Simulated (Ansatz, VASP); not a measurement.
**One calculation of Ru, two programs**

The input INCAR:

```
SYSTEM = Ru
  PREC = Accurate
  ENCUT = 520
  EDIFF = 1E-6
  ISMEAR = 0
  SIGMA = 0.15
  LREAL = .False.
  LASPH = .True.
  NELM = 80
  ALGO = Normal
  ISIF = 2
  LWAVE = .False.
  LCHARG = .False.
  GGA = PS
  NBANDS = 21
```

File KPOINTS:

```
regular mesh
0
Gamma
  18 18 10
  0 0 0
```

POSCAR

```
Ru
1.0
    2.5014000000      0.0000000000      0.0000000000
   -1.2507000000      2.1662759450      0.0000000000
    0.0000000000      0.0000000000      4.7627000000
Ru
2
Direct
    0.3333333333      0.6666666667      0.2500000000
    0.6666666667      0.3333333333      0.7500000000
```

Input for Ansatz:

```yaml
crystal:
  lattice:
    - [2.5014, 0.0, 0.0]
    - [-1.2507, 2.166275945, 0.0]
    - [0.0, 0.0, 4.7627]
  atoms:
    - { symbol: Ru, position: [0.3333333333, 0.6666666667, 0.25] }
    - { symbol: Ru, position: [0.6666666667, 0.3333333333, 0.75] }
basis:
  ecutwfc: 420
kpoints:
  mp_grid: { grid: [18, 18, 10] }
hamiltonian:
  xc: pbesol
  pseudopotentials: { kind: paw, azcp: { folder: soft_1 } }
scf:
  occupations: { method: gaussian, width: 0.15 }
output:
  forces: true
  stress: true
  eigenvalues: true
```

Alike in both runs: task single point; functional PBEsol; k mesh 18 × 18 × 10; occupations gaussian, width 0.15 eV; no spin polarisation.

|  | VASP | Ansatz |
| --- | --- | --- |
| version | VASP 6.6.1 | Ansatz 0.2.0 |
| potentials or method | VASP PAW PBE potentials, release 64 (Ru_pv) | scalar-relativistic, plane waves, PAW |
| plane-wave cutoff (eV) | 520 | 420 |
| valence electrons in the cell | 28 | 32 |

```tsv
	VASP	Ansatz	Ansatz less VASP
gap on the k mesh at the Fermi level (eV)	none	none	-
pressure (GPa)	25.5	25.4	-0.05
largest component of the traceless stress (GPa)	61.86	61.81	-0.052
```

A gap of «none» marks a metal or a gap that the smearing closes. The two sets of potentials don't hold the same shells in valence. Ansatz warned: «pseudo_functional_mismatch».

Caveats: so large a pressure means that the cell lies far from this level's equilibrium, or that cutoff or potentials fall short (VASP); the potentials were made for another functional, which shifts forces and pressure (VASP).
